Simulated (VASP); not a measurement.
# Calculated records

### KTaO3 (001), KO below and TaO2 above, 4 units in VASP

The cell holds 20 atoms: 4 K, 12 O and 4 Ta. Its edges and angles: a = 3.990 Å, b = 3.990 Å, c = 31.965 Å, α = 90.0°, β = 90.0°, γ = 90.0°. It derives from KTaO3 (perovskite KTaO3). Vacuum lies along c.

```
method                                           : PBE; plane waves and PAW (K_pv, O, Ta) (and 1 further level or step)
program                                          : VASP 6.6.1
settings of one run                              : PAW datasets (K_pv, O, Ta), PAW release PBE 64, 8×8×1 k-mesh, ENCUT 400 eV, ISMEAR -1, SIGMA 0.03 eV
notes                                            : Values taken over the cell’s volume include its vacuum. Semilocal band edges put the ionisation potential too low and the gap too small. Spin-orbit coupling is left out, which matters for the heavy elements here. The cell in the plane was kept as given and was not relaxed here.
ionisation potential of the slab                 : 5.55 eV
polarisability per area of the slab or monolayer : 1.04 Å
```

The ionisation potential is 5.55 eV at the upper face and 3.63 eV at the lower. The atom that ends on top (O) moved outwards by 0.50 Å, counted from the mean of all atoms.

[Lines on the potential files, build, host, timing and source positions are cut from VASP's logs without a mark.]

[Logs are printed without paths, hosts, clocks, repeated set-up lines and the standing remarks that a program may print on its own settings, such as how far it seeks lower states.]

[Hosts, paths, dates, database ids (printed as entryN), source tags and the programs' standing remarks are cut or masked in the printed files.]

[In band tables of VASP the shares of atoms and orbitals are scaled to a sum of 1 inside the atoms' spheres.]

[Runs that stopped without an error message from VASP are left out.]
